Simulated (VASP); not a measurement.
Pd, 2 atoms in the cell. The structure is hexagonal, space group P6_3/mmc (No. 194). Conventional cell: a = 2.750 Å, b = 2.750 Å, c = 4.490 Å, α = 90.00°, β = 90.00°, γ = 120.00°. Pd (site symmetry -6m2) is surrounded by 12 Pd at 2.75 Å. This isn't the form of Pd at room conditions, which is fcc.

- Program: VASP 6.6.1
- Task: relaxation of cell and atoms
- Functional: PBEsol
- Potentials or basis: VASP PAW PBE potentials, release 64 (Pd)
- Cutoff: 600 eV
- k mesh: 6 × 6 × 4
- Occupations: gaussian, width 0.1 eV
- Spin: no spin polarisation
- Further INCAR settings: ALGO = Fast; EDIFF = 1e-07; IBRION = 2; EDIFFG = -0.005; NSW = 90; ISIF = 3

Potentials or basis: VASP PAW PBE potentials, release 64 (Pd).

The run is started by

```console
$ cat potpaw_PBE.64/Pd/POTCAR > POTCAR
$ mpirun -np 1 vasp_std > vasp.out
```

Hardware: 1 thread of Intel(R) Xeon(R) Platinum 8488C (Sapphire Rapids), with other jobs on the host.

Q: Estimate the wall time of this run.

A: Run time: 38 s on 1 thread of Intel(R) Xeon(R) Platinum 8488C (Sapphire Rapids) (shared host), peak memory 0.16 GiB. Counts: scf iterations 73, k points 21, ion steps 8.
